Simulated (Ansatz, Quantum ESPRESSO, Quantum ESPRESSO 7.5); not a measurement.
# Screening and band shifts of honeycomb InP, 3 layers, AB stacking

Aim: how honeycomb InP, 3 layers, AB stacking screens a field along its normal, and what the field does to its bands.

Method: plane-wave DFT, vdW-DF-cx, GBRV ultrasoft pseudopotentials made under PBE (geometry and cross-check by Ansatz 0.2.0 with PAW datasets; geometry under PBE-D3(BJ)), in Quantum ESPRESSO 7.5.

This is a report of a sequence of runs, with most program output left out.

## Step 1: Set-up

The cell holds 6 atoms: 3 P and 3 In. Cell: a = 4.250 Å, b = 4.250 Å, c = 25.100 Å, α = 90.0°, β = 90.0°, γ = 120.0°. It derives from InP. Vacuum lies along c.

This sheet is a model structure: its symmetry is held, and its stability is not tested here.

## Step 2: Geometry from Ansatz

The geometry comes first, from a plane-wave PAW code, so that the later runs on this slab share one structure.

Contents of input.yaml:

```yaml
crystal:
  lattice:
    - [4.25, 0.0, 0.0]
    - [-2.125, 3.6806079661, 0.0]
    - [0.0, 0.0, 25.1]
  atoms:
    - { symbol: P, position: [0.6666666667, 0.3333333333, 0.3386454183] }
    - { symbol: In, position: [0.3333333333, 0.6666666667, 0.3585657371] }
    - { symbol: P, position: [0.0, 0.0, 0.4900398406] }
    - { symbol: In, position: [0.6666666667, 0.3333333333, 0.5099601594] }
    - { symbol: P, position: [0.6666666667, 0.3333333333, 0.6414342629] }
    - { symbol: In, position: [0.3333333333, 0.6666666667, 0.6613545817] }
kpoints:
  mp_grid: { grid: [6, 6, 1] }
hamiltonian:
  xc: pbe
  dispersion: d3bj
scf:
  occupations: { method: fermi_dirac, width: 0.05 }
  convergence: { dr2_threshold: 1.0e-08 }
efield:
  axis: 3
  dipole_correction: true
  ramp_position: 0.97
  ramp_width: 0.04
relax:
  f_tol: 0.01
  cell: { fix: [c, alpha, beta] }
output:
  write_potential: true
  write_density: true
  volumetric_format: npy
```

Started as:

```bash
> ansatz run input.yaml --threads 4 --pin off --max-ram 8192MiB --backend cpu --events-out ev --progress --plain --runs-dir out
```

Wall time 18 s (4 threads of Arm Neoverse V2, shared host); peak memory 0.67 GiB.

The steps of the relaxation:

```csv
step,energy less that of the first step (eV),largest force component (eV/Å),pressure (GPa),volume (Å³)
1,0.0000,0.3475,-0.68,392.63
2,-0.1231,0.1703,-0.13,385.10
3,-0.1608,0.2772,0.04,383.03
4,-0.1707,0.1874,0.02,382.47
5,-0.1830,0.0313,0.01,383.82
6,-0.1832,0.0250,0.02,383.66
7,-0.1836,0.0059,-0.02,383.58
8*,-0.1828,0.0058,-0.02,383.58
```

Relaxation steps marked * repeat the geometry before them on a plane-wave basis chosen anew for their cell, so energy and pressure can jump there.

Forces are held to the 6 operations that the run works with; a distortion that breaks them can't arise in this run.

```csv
cell as run,before,after,change
a (Å),4.250,4.201,-1.2 %
b (Å),4.250,4.201,-1.2 %
```

The atoms that moved most (Å, along periodic axes as changes of fractional coordinates times the final cell, across vacuum about the mean position):

```csv
atom,dx,dy,dz,length
P5,0.000,0.000,-0.450,0.450
In2,0.000,0.000,0.443,0.443
P1,0.000,0.000,0.359,0.359
In6,0.000,0.000,-0.321,0.321
P3,0.000,0.000,-0.118,0.118
In4,0.000,0.000,0.089,0.089
```

Final coordinates:

```cif
data_structure
_symmetry_space_group_name_H-M 'P 1'
_symmetry_Int_Tables_number 1
_cell_length_a 4.2007
_cell_length_b 4.2007
_cell_length_c 25.1000
_cell_angle_alpha 90.000
_cell_angle_beta 90.000
_cell_angle_gamma 120.000
_cell_volume 383.58
loop_
_atom_site_label
_atom_site_type_symbol
_atom_site_fract_x
_atom_site_fract_y
_atom_site_fract_z
_atom_site_occupancy
P1 P 0.66667 0.33333 0.35293 1
In2 In 0.33333 0.66667 0.37620 1
P3 P 0.00000 0.00000 0.48532 1
In4 In 0.66667 0.33333 0.51349 1
P5 P 0.66667 0.33333 0.62351 1
In6 In 0.33333 0.66667 0.64855 1
```

This step gave:

```
free energy                                                      : -19061.0934 eV
energy at zero smearing                                          : -19061.0895 eV
smearing term TS                                                 : 0.007715 eV
Fermi energy                                                     : 0.2130 eV
gap by band count                                                : 0.2005 eV
symmetry operations                                              : 6
dipole along the normal                                          : 0.2211 e·Å
vacuum level at the upper face over a Fermi level inside the gap : 3.053 eV
vacuum level at the lower face over a Fermi level inside the gap : 5.671 eV
```

## Step 3: SCF with pw.x: no field

The zero-field run is the reference. tefield and dipfield are on already, so that all runs share k-points and boundary.

Level of this step: plane-wave DFT, vdW-DF-cx, GBRV ultrasoft pseudopotentials made under PBE (Quantum ESPRESSO 7.5). input_dft overrides the functional of the files.

Contents of f0.in:

```
&control
  prefix = 'f0'
  outdir = './out'
  pseudo_dir = './pseudo'
  calculation = 'scf'
  tprnfor = .true.
  tefield = .true.
  dipfield = .true.
/
&system
  ibrav = 0
  nat = 6
  ntyp = 2
  ecutwfc = 40
  ecutrho = 200
  input_dft = 'vdw-df-cx'
  occupations = 'smearing'
  smearing = 'fd'
  degauss = 0.004
  edir = 3
  emaxpos = 0.97
  eopreg = 0.04
  eamp = 0.0
/
&electrons
  conv_thr = 1e-09
  mixing_beta = 0.4
  electron_maxstep = 120
  mixing_mode = 'plain'
/
ATOMIC_SPECIES
  P   30.9738  p_pbe_v1.5.uspp.F.UPF
  In  114.8180  in_pbe_v1.4.uspp.F.UPF
CELL_PARAMETERS angstrom
  4.20074492351059 0.00000000000000 -0.00000000000000
  -2.10037246175530 3.63795181857869 -0.00000000000000
  -0.00000000000000 -0.00000000000000 25.10000000000000
ATOMIC_POSITIONS crystal
  P   0.666666666667 0.333333333333 0.352932631172
  In  0.333333333333 0.666666666667 0.376196406879
  P   -0.000000000000 -0.000000000000 0.485324009027
  In  0.666666666667 0.333333333333 0.513486295188
  P   0.666666666667 0.333333333333 0.623512368402
  In  0.333333333333 0.666666666667 0.648548289332
K_POINTS automatic
  6 6 1 0 0 0
```

Started as:

```bash
> OMP_NUM_THREADS=1 mpirun -n 4 pw.x -nk 2 -in f0.in > f0.out
```

It took 1.8 min on 4 MPI ranks; peak memory 0.86 GiB.

Numbers from this step:

```
free energy                          : -6074.0439 eV
energy at zero smearing              : -6074.0389 eV
Fermi energy                         : 0.0885 eV
dipole along the normal              : 0.2115 e·Å
valence top, on the run's zero       : -0.05700 eV
conduction bottom, on the run's zero : 0.1427 eV
gap by band count                    : 0.1997 eV
```

The program's own clock; routines nest. Time by routine:

```csv
routine,wall time (s),calls
PWSCF,106.1,1
electrons,90.17,1
c_bands,70.88,21
cegterg,64.15,214
h_psi,39.25,1512
vloc_psi,26.63,1512
fftw,25.74,60836
v_of_rho,19.52,22
init_run,14.85,1
potinit,13.66,1
vdW_kernel,13.34,1
sum_band,9.38,21
calbec,7.88,1762
add_vuspsi,6.26,1512
```

The run needed 21 iterations to bring the estimated error under 1e-09 Ry; the largest force on any atom, held or free, is 0.03 eV/Å.

## Step 4: Electrostatic potential

The vacuum level is read from the electrostatic potential (plot_num = 11), averaged over planes.

Contents of f0.pot.in:

```
&inputpp
  prefix = 'f0'
  outdir = './out'
  filplot = 'f0.pot.dat'
  plot_num = 11
/
```

Started as:

```bash
> OMP_NUM_THREADS=1 mpirun -n 4 pp.x -in f0.pot.in > f0.pot.out
```

It took 15 s on 4 MPI ranks; peak memory 0.23 GiB; 58 s of CPU time.

Numbers from this step:

| Quantity | Value |
| --- | --- |
| slope of the potential above | 4.15e-4 eV/Å |
| upper vacuum line continued to the top atoms, over the valence top | 3.391 eV |
| slope of the potential below | -5.09e-5 eV/Å |
| lower vacuum line continued to the bottom atoms, over the valence top | 5.899 eV |
| vacuum level at the upper face over the valence top of the mesh | 3.394 eV |
| vacuum level at the lower face over the valence top of the mesh | 5.899 eV |

The vacuum is flat to 0.4 meV/Å, so its level is well defined. Inside the slab the curve depends on the local part of the pseudopotentials; only the vacuum level has a meaning of its own.

## Step 5: Bands along a path: no field

A bands run reads the converged density and follows the path given under K_POINTS.

f0.bands.in, as its differences from the input of step 3:

```diff
@@ -1,7 +1,6 @@
 &control
-  prefix = 'f0'
+  prefix = 'f0.bands'
   outdir = './out'
   pseudo_dir = './pseudo'
-  calculation = 'scf'
-  tprnfor = .true.
+  calculation = 'bands'
   tefield = .true.
@@ -23,8 +22,9 @@
   eamp = 0.0
+  nbnd = 33
 /
 &electrons
-  conv_thr = 1e-09
+  conv_thr = 1e-07
   mixing_beta = 0.4
   electron_maxstep = 120
-  mixing_mode = 'plain'
+  mixing_mode = 'local-TF'
 /
@@ -44,3 +44,7 @@
   In  0.333333333333 0.666666666667 0.648548289332
-K_POINTS automatic
-  6 6 1 0 0 0
+K_POINTS crystal_b
+4
+  0.0000000000 0.0000000000 0.0000000000 14
+  0.5000000000 0.0000000000 0.0000000000 14
+  0.3333333333 0.3333333333 0.0000000000 14
+  0.0000000000 0.0000000000 0.0000000000 1
```

Started as:

```bash
> cp -r out/f0.save out/f0.bands.save
> cp out/f0.xml out/f0.bands.xml
> OMP_NUM_THREADS=1 mpirun -n 4 pw.x -nk 4 -in f0.bands.in > f0.bands.out
```

Run time: 1.8 min. Hardware: 4 MPI ranks; peak memory 0.58 GiB; 7.2 min of CPU time.

Read from the output:

* valence top, on the run's zero: -0.05736 eV
* conduction bottom, on the run's zero: 0.1429 eV
* gap by band count: 0.2003 eV

Band numbers count within the set of bands kept for display. Electronic bands along the path, in eV, zero at the highest filled level of the SCF mesh; v1 is the highest filled band, c1 the lowest empty one:

```csv
point,v4,v3,v2,v1,c1,c2,c3,c4
Γ,-0.42,-0.42,-0.02,-0.02,0.20,1.04,1.38,1.72
halfway,-1.65,-1.22,-0.66,-0.23,0.68,1.60,2.22,2.78
M,-1.79,-1.19,-1.17,-0.30,0.37,1.20,1.38,2.75
halfway,-2.44,-2.10,-0.78,-0.15,0.45,1.84,2.39,3.14
K,-2.82,-2.35,-0.56,0.00,0.32,1.98,2.95,3.59
halfway,-1.75,-1.57,-1.15,-0.06,0.70,2.45,2.82,3.12
Γ,-0.42,-0.42,-0.02,-0.02,0.20,1.04,1.38,1.72
```

An edge by band count lies at the Fermi level or within reach of the smearing, so that band is partly filled.

Along this path the valence top lies at K and the conduction bottom at Γ. The valence levels at K and Γ lie only 0.02 eV apart, so strain, functional or spin-orbit coupling can change their order.

## Step 6: Self-consistent run: field 0.1 V/Å

eamp is the field in Hartree atomic units (1 a.u. = 51.42 V/Å). With dipfield on, it is the field in the vacuum beside an isolated sheet. The run starts from the density of the one before.

f1.in, as its differences from the input of step 3:

```diff
@@ -1,3 +1,3 @@
 &control
-  prefix = 'f0'
+  prefix = 'f1'
   outdir = './out'
@@ -22,3 +22,3 @@
   eopreg = 0.04
-  eamp = 0.0
+  eamp = 0.00194469
 /
@@ -29,2 +29,3 @@
   mixing_mode = 'plain'
+  startingpot = 'file'
 /
```

Started as:

```bash
> cp -r out/f0.save out/f1.save
> OMP_NUM_THREADS=1 mpirun -n 4 pw.x -nk 2 -in f1.in > f1.out
```

Elapsed: 80 s, on 4 MPI ranks; peak memory 0.79 GiB; 5.3 min of CPU time.

Numbers from this step:

- free energy: -6074.0694 eV
- energy at zero smearing: -6074.0648 eV
- Fermi energy: 0.1159 eV
- dipole along the normal: 0.2990 e·Å
- valence top, on the run's zero: -0.03798 eV
- conduction bottom, on the run's zero: 0.1712 eV
- gap by band count: 0.2091 eV

The dipole goes from 0.2115 to 0.2990 e Å, 0.8746 e Å per V/Å.

## Step 7: Potential by pp.x

Contents of f1.pot.in:

```
&inputpp
  prefix = 'f1'
  outdir = './out'
  filplot = 'f1.pot.dat'
  plot_num = 11
/
```

Started as:

```bash
> OMP_NUM_THREADS=1 mpirun -n 4 pp.x -in f1.pot.in > f1.pot.out
```

Wall time 15 s (4 MPI ranks); peak memory 0.23 GiB; 58 s of CPU time.

Numbers from this step:

| Item | Value |
| --- | --- |
| slope of the potential above | 0.1003 eV/Å |
| upper vacuum line continued to the top atoms, over the valence top | 3.233 eV |
| slope of the potential below | 0.09994 eV/Å |
| lower vacuum line continued to the bottom atoms, over the valence top | 6.033 eV |

The slope in the vacuum is 0.100 eV/Å for an applied 0.10 V/Å, as it should be.

## Step 8: Self-consistent run: field 0.2 V/Å

f2.in, as its differences from the input of step 6:

```diff
@@ -1,3 +1,3 @@
 &control
-  prefix = 'f1'
+  prefix = 'f2'
   outdir = './out'
@@ -22,3 +22,3 @@
   eopreg = 0.04
-  eamp = 0.00194469
+  eamp = 0.00388938
 /
```

Started as:

```bash
> cp -r out/f0.save out/f2.save
> OMP_NUM_THREADS=1 mpirun -n 4 pw.x -nk 2 -in f2.in > f2.out
```

Wall time 75 s (4 MPI ranks); peak memory 0.83 GiB; 5 min of CPU time.

This step gave:

* free energy: -6074.1037 eV
* energy at zero smearing: -6074.0994 eV
* Fermi energy: 0.1413 eV
* dipole along the normal: 0.3861 e·Å
* valence top, on the run's zero: -0.02132 eV
* conduction bottom, on the run's zero: 0.1983 eV
* gap by band count: 0.2196 eV

The dipole goes from 0.2115 to 0.3861 e Å, 0.8730 e Å per V/Å.

## Step 9: Electrostatic potential

Contents of f2.pot.in:

```
&inputpp
  prefix = 'f2'
  outdir = './out'
  filplot = 'f2.pot.dat'
  plot_num = 11
/
```

Started as:

```bash
> OMP_NUM_THREADS=1 mpirun -n 4 pp.x -in f2.pot.in > f2.pot.out
```

Elapsed: 15 s, on 4 MPI ranks; peak memory 0.23 GiB.

This step gave:

```
slope of the potential above                                          : 0.2002 eV/Å
upper vacuum line continued to the top atoms, over the valence top    : 3.081 eV
slope of the potential below                                          : 0.1999 eV/Å
lower vacuum line continued to the bottom atoms, over the valence top : 6.170 eV
```

The slope in the vacuum is 0.200 eV/Å for an applied 0.20 V/Å, as it should be.

## Step 10: Band structure: field 0.2 V/Å

f2.bands.in, as its differences from the input of step 5:

```diff
@@ -1,3 +1,3 @@
 &control
-  prefix = 'f0.bands'
+  prefix = 'f2.bands'
   outdir = './out'
@@ -21,3 +21,3 @@
   eopreg = 0.04
-  eamp = 0.0
+  eamp = 0.00388938
   nbnd = 33
```

Started as:

```bash
> cp -r out/f2.save out/f2.bands.save
> cp out/f2.xml out/f2.bands.xml
> OMP_NUM_THREADS=1 mpirun -n 4 pw.x -nk 4 -in f2.bands.in > f2.bands.out
```

Wall time 1.8 min (4 MPI ranks); peak memory 0.59 GiB.

Numbers from this step:

```
valence top, on the run's zero       : -0.01818 eV
conduction bottom, on the run's zero : 0.1981 eV
gap by band count                    : 0.2163 eV
```

Band numbers count within the set of bands kept for display. Electronic bands along the path, in eV, zero at the highest filled level of the SCF mesh; v1 is the highest filled band, c1 the lowest empty one:

```csv
point,v4,v3,v2,v1,c1,c2,c3,c4
Γ,-0.40,-0.40,-0.01,-0.01,0.22,1.08,1.39,1.85
halfway,-1.63,-1.20,-0.64,-0.22,0.73,1.64,2.26,2.80
M,-1.77,-1.16,-1.16,-0.29,0.41,1.22,1.40,2.76
halfway,-2.41,-2.09,-0.75,-0.14,0.50,1.85,2.42,3.18
K,-2.81,-2.32,-0.53,0.00,0.36,1.99,2.99,3.66
halfway,-1.73,-1.55,-1.14,-0.05,0.75,2.49,2.85,3.15
Γ,-0.40,-0.40,-0.01,-0.01,0.22,1.08,1.39,1.85
```

An edge by band count lies at the Fermi level or within reach of the smearing, so that band is partly filled.

Upper empty bands that drop with the field can be states of the vacuum, held by the sawtooth; they depend on the cell's width.

Along this path the valence top lies between K and Γ and the conduction bottom at Γ. The valence levels at K and Γ lie only 0.01 eV apart, so strain, functional or spin-orbit coupling can change their order.

## Step 11: SCF with pw.x: field -0.2 V/Å

f3.in, as its differences from the input of step 8:

```diff
@@ -1,3 +1,3 @@
 &control
-  prefix = 'f2'
+  prefix = 'f3'
   outdir = './out'
@@ -22,3 +22,3 @@
   eopreg = 0.04
-  eamp = 0.00388938
+  eamp = -0.00388938
 /
```

Started as:

```bash
> cp -r out/f0.save out/f3.save
> OMP_NUM_THREADS=1 mpirun -n 4 pw.x -nk 2 -in f3.in > f3.out
```

Elapsed: 94 s, on 4 MPI ranks; peak memory 0.83 GiB; 6.2 min of CPU time.

Numbers from this step:

| Item | Value |
| --- | --- |
| free energy | -6074.0191 eV |
| energy at zero smearing | -6074.0133 eV |
| Fermi energy | 0.0273 eV |
| dipole along the normal | 0.03562 e·Å |
| valence top, on the run's zero | -0.1024 eV |
| conduction bottom, on the run's zero | 0.08139 eV |
| gap by band count | 0.1838 eV |

The dipole goes from 0.2115 to 0.0356 e Å, 0.8796 e Å per V/Å.

## Step 12: Electrostatic potential

Contents of f3.pot.in:

```
&inputpp
  prefix = 'f3'
  outdir = './out'
  filplot = 'f3.pot.dat'
  plot_num = 11
/
```

Started as:

```bash
> OMP_NUM_THREADS=1 mpirun -n 4 pp.x -in f3.pot.in > f3.pot.out
```

The job ended after 15 s (4 MPI ranks; peak memory 0.23 GiB).

Numbers from this step:

| Quantity | Value |
| --- | --- |
| slope of the potential above | -0.1992 eV/Å |
| upper vacuum line continued to the top atoms, over the valence top | 3.724 eV |
| slope of the potential below | -0.2000 eV/Å |
| lower vacuum line continued to the bottom atoms, over the valence top | 5.635 eV |

The slope in the vacuum is -0.199 eV/Å for an applied -0.20 V/Å, as it should be.

Each curve counts from the valence top of its own run.

The runs together. Potential energy against z:

```csv
z (Å),potential at 0 V/Å (eV),potential at 0.1 V/Å (eV),potential at 0.2 V/Å (eV),potential at -0.2 V/Å (eV)
0,5.27,4.89,4.51,6.05
1,5.90,5.25,4.60,7.21
2,5.90,5.35,4.80,7.01
3,5.90,5.45,5.00,6.81
4,5.90,5.55,5.20,6.61
5,5.90,5.65,5.40,6.41
6,5.88,5.73,5.58,6.19
7,5.66,5.60,5.54,5.79
8,2.61,2.60,2.60,2.62
9,-13.5,-13.5,-13.5,-13.5
10,-3.38,-3.38,-3.37,-3.40
11,3.45,3.46,3.47,3.43
12,-8.17,-8.16,-8.14,-8.19
13,-9.47,-9.46,-9.44,-9.50
14,2.18,2.19,2.20,2.16
15,-1.18,-1.17,-1.17,-1.20
16,-14.6,-14.6,-14.6,-14.7
17,-2.54,-2.53,-2.52,-2.55
18,2.90,2.94,2.98,2.83
19,3.33,3.45,3.58,3.11
20,3.39,3.60,3.82,2.97
21,3.39,3.71,4.03,2.78
22,3.39,3.81,4.23,2.59
23,3.39,3.91,4.43,2.39
24,3.39,4.01,4.63,2.19
```

## Step 13: Bands along a path: field -0.2 V/Å

f3.bands.in, as its differences from the input of step 10:

```diff
@@ -1,3 +1,3 @@
 &control
-  prefix = 'f2.bands'
+  prefix = 'f3.bands'
   outdir = './out'
@@ -21,3 +21,3 @@
   eopreg = 0.04
-  eamp = 0.00388938
+  eamp = -0.00388938
   nbnd = 33
```

Started as:

```bash
> cp -r out/f3.save out/f3.bands.save
> cp out/f3.xml out/f3.bands.xml
> OMP_NUM_THREADS=1 mpirun -n 4 pw.x -nk 4 -in f3.bands.in > f3.bands.out
```

Elapsed: 1.8 min, on 4 MPI ranks; peak memory 0.58 GiB.

Read from the output:

```
valence top, on the run's zero       : -0.1025 eV
conduction bottom, on the run's zero : 0.08149 eV
gap by band count                    : 0.1840 eV
```

Band numbers count within the set of bands kept for display. The electronic bands at the labelled points (eV, zero at the highest filled level of the SCF mesh; v1 is the highest filled band, c1 the lowest empty one):

```csv
point,v4,v3,v2,v1,c1,c2,c3,c4
Γ,-0.45,-0.45,-0.03,-0.03,0.18,1.00,1.37,1.55
halfway,-1.66,-1.25,-0.67,-0.24,0.63,1.57,2.17,2.75
M,-1.81,-1.21,-1.19,-0.30,0.33,1.18,1.36,2.74
halfway,-2.46,-2.11,-0.81,-0.15,0.41,1.83,2.37,3.11
K,-2.83,-2.37,-0.58,0.00,0.28,1.97,2.92,3.53
halfway,-1.77,-1.58,-1.16,-0.07,0.64,2.41,2.78,3.00
Γ,-0.45,-0.45,-0.03,-0.03,0.18,1.00,1.37,1.55
```

An edge by band count lies at the Fermi level or within reach of the smearing, so that band is partly filled.

Upper empty bands that drop with the field can be states of the vacuum, held by the sawtooth; they depend on the cell's width.

Along this path the valence top lies at K and the conduction bottom at Γ. The valence levels at K and Γ lie only 0.03 eV apart, so strain, functional or spin-orbit coupling can change their order.

## Step 14: Density by pp.x

The density shows how far the electrons spill into the vacuum.

Contents of f0.rho.in:

```
&inputpp
  prefix = 'f0'
  outdir = './out'
  filplot = 'f0.rho.dat'
  plot_num = 0
/
```

Started as:

```bash
> OMP_NUM_THREADS=1 mpirun -n 4 pp.x -in f0.rho.in > f0.rho.out
```

Wall time 15 s (4 MPI ranks); peak memory 0.23 GiB.

This step gave:

| Item | Value |
| --- | --- |
| electrons by integration | 54.00 e |

Mean over planes. The valence density, planar mean by z:

z (Å), valence density, planar mean (e/Å³) and a bar:
```
        5      0.000 
        6      0.001 
        7      0.009 
        8      0.118 ####
        9      0.601 ######################
       10      0.349 #############
       11      0.075 ###
       12      0.280 ##########
       13      0.829 ##############################
       14      0.080 ###
       15      0.173 ######
       16      0.769 ############################
       17      0.201 #######
       18      0.014 #
       19      0.001 
       20      0.000 
       21      0.000
```

Valence density in the ca plane at fractional y = 0.333, with atoms of P and In within 0.2 Å of it. It is the smooth field of the valence electrons, not physical close to the nuclei.

Ten steps, logarithmic in the rise over the least value, from '0' (0.00 × 1e0 e/Å³) to '9' (9.19 × 1e0 e/Å³), each cell a mean:
```
00000000000000000012333321101123332111233322
00000000000000000023444321101135664222344432
00000000000000000124443432101247997423444443
00000000000000000124354432101258998433445343
00000000000000000123434432101247986323443443
00000000000000000013344321101134554222344432
00000000000000000011233221101122322111223322
00000000000000000001122221111222221100112222
00000000000000000000112221111222211000012222
00000000000000000000112221111222211000012222
00000000000000000001122221111222221100112222
```
Columns run along c (16.0 Å, from fractional 0.05 to 0.68 of the cell), rows up along a (4.2 Å). Atoms in or near the plane, at fractional coordinates: P at (0.35, 0.67), In at (0.51, 0.67), P at (0.62, 0.67).

The density integrates to 54.000 electrons, as the 54 of the input ask.

## Step 15: Valence density

Contents of f2.rho.in:

```
&inputpp
  prefix = 'f2'
  outdir = './out'
  filplot = 'f2.rho.dat'
  plot_num = 0
/
```

Started as:

```bash
> OMP_NUM_THREADS=1 mpirun -n 4 pp.x -in f2.rho.in > f2.rho.out
```

It took 15 s on 4 MPI ranks; peak memory 0.23 GiB; 58 s of CPU time.

(Part 1 of 2 ends here.)

[Logs are printed without paths, hosts, clocks, repeated set-up lines and the standing remarks that a program may print on its own settings, such as how far it seeks lower states.]

[Hosts, paths, dates, database ids (printed as entryN), source tags and the programs' standing remarks are cut or masked in the printed files.]

[Maps of the electrostatic potential energy from Ansatz leave out the sawtooth potential of an applied field or a dipole correction, so their vacuum need not be flat; planar profiles and work functions include it.]
